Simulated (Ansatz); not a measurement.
Relaxation of a periodic cell of 39 atoms, Al₁₆NO₂₂ (host Al2O3, host structure R-3c, dopant N, one O atom removed), to a largest force component of 0.03 eV/Å in at most 60 steps.

Method: DFT PBE, scalar-relativistic, plane waves, PAW (Ansatz 0.2.0). Settings: PAW set soft_1, cutoff 420 eV, k mesh 2x2x2, gaussian smearing 0.05 eV, spin collinear.

```xyz
39
Lattice="-4.8050 -2.7742 4.3721 4.8050 -2.7742 4.3721 0.0000 5.5484 4.3721" Properties=species:S:1:pos:R:3
Al -0.006 0.017 1.941
Al -0.003 -0.006 4.594
Al -0.079 0.006 8.532
Al -0.032 0.002 11.176
O 0.966 1.372 7.638
O -0.773 1.454 5.467
O 0.732 -1.533 7.648
O -1.719 0.148 7.620
O 1.731 -0.124 5.465
O -0.905 -1.398 5.489
Al -0.029 -2.741 6.352
Al 0.012 -2.735 8.946
Al -0.018 2.816 4.120
Al -0.079 2.813 6.814
O -3.934 1.442 7.638
N -0.723 -1.308 9.858
O 0.744 1.309 3.284
O 3.158 0.145 7.649
O -3.067 -0.141 5.427
O 3.884 -1.448 5.462
Al -2.374 1.356 6.328
Al -2.437 1.393 9.024
Al 2.331 -1.451 4.123
Al 2.400 -1.409 6.798
O -1.488 -2.742 7.636
O -3.179 -2.671 5.433
O 3.128 2.668 7.646
O 0.701 -1.301 3.273
O -0.724 1.258 9.816
O 1.445 2.747 5.434
Al 2.369 1.332 6.299
Al 2.413 1.414 8.935
Al -2.406 -1.374 4.151
Al -2.425 -1.350 6.766
O -1.465 0.007 3.239
O 1.668 -2.694 5.429
O -1.653 2.668 7.608
O 0.750 -4.078 7.672
O -0.736 4.063 5.485
```

Problem. Where does it end, and by what steps?

Solution. The run converged. Limits of this set-up: coarse k mesh. After 4 steps the energy has fallen by 1.304 eV; N16 moved furthest, 0.13 Å.

| step | energy less start (eV) | largest force component (eV/Å) | accepted |
| --- | --- | --- | --- |
| 0 | 0.0000 | 1.720 | yes |
| 1 | -0.7920 | 1.141 | yes |
| 2 | -1.2953 | 0.282 | yes |
| 3 | -1.3034 | 0.053 | yes |
| 4 | -1.3039 | 0.008 | yes |

```xyz
39
Lattice="-4.8050 -2.7742 4.3721 4.8050 -2.7742 4.3721 0.0000 5.5484 4.3721" Properties=species:S:1:pos:R:3
Al -0.020 -0.006 1.936
Al -0.018 -0.008 4.610
Al -0.099 -0.045 8.456
Al -0.097 -0.027 11.208
O 0.911 1.341 7.679
O -0.748 1.492 5.469
O 0.757 -1.501 7.617
O -1.717 0.109 7.619
O 1.659 -0.114 5.449
O -0.936 -1.394 5.454
Al 0.007 -2.775 6.312
Al -0.005 -2.739 9.022
Al -0.007 2.771 4.126
Al 0.002 2.757 6.809
O -3.862 1.406 7.675
N -0.641 -1.213 9.841
O 0.725 1.274 3.274
O 3.118 0.107 7.679
O -3.122 -0.128 5.440
O 3.867 -1.394 5.461
Al -2.400 1.334 6.346
Al -2.413 1.393 9.013
Al 2.389 -1.355 4.133
Al 2.404 -1.386 6.798
O -1.474 -2.779 7.634
O -3.153 -2.662 5.464
O 3.083 2.689 7.674
O 0.722 -1.278 3.273
O -0.725 1.318 9.818
O 1.448 2.774 5.473
Al 2.456 1.385 6.234
Al 2.413 1.440 8.925
Al -2.416 -1.390 4.101
Al -2.416 -1.417 6.782
O -1.476 -0.003 3.270
O 1.664 -2.669 5.461
O -1.684 2.660 7.621
O 0.738 -4.087 7.605
O -0.755 4.045 5.452
```

Whether the end is a true minimum wasn't checked by a vibrational analysis.

Time of the run: 18 s on 4 threads of AMD EPYC 9R45 96-Core Processor (Zen 5), with other jobs on the host, peak memory 1.6 GiB.
